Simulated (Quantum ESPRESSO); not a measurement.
# ZnO: zone-centre phonons under several settings

```
Zn O
1.0
     2.68821    0.00000    0.00000
     0.00000    2.68821    0.00000
     0.00000    0.00000    2.68821
Zn O
1 1
Direct
  0.00000 0.00000 0.00000
  0.50000 0.50000 0.50000
```

The cell was built by a generator and needn't be a form met in nature.

All runs used Quantum ESPRESSO 7.5; k mesh 10 × 10 × 10, shifted; given cell, atoms relaxed; no spin polarisation; occupations fermi-dirac, width 0.05 eV.

```tsv
level	potentials	cutoff (eV)	lowest optical mode without the field (cm⁻¹)
PBE	JTH 2.0 PBE	707	128i
PBE	GBRV 1.5 PBE	612	?
PBE	SSSP 1.3 efficiency PBE	748	129i
PBE	Ansatz NC SR PBE	1238	139i
```

**Question.** What stands in the row left open?

**Answer.** Lowest optical mode without the field 128i cm⁻¹.

Values marked i are imaginary: the cell is unstable against those modes at that level, or the meshes are too thin.

Caveats: the mesh is thin for the phonons of a metal; some modes are imaginary.

For the row left open. Caveat: the mesh is thin for the phonons of a metal; some modes are imaginary.

The runs don't all hold the same shells in valence.
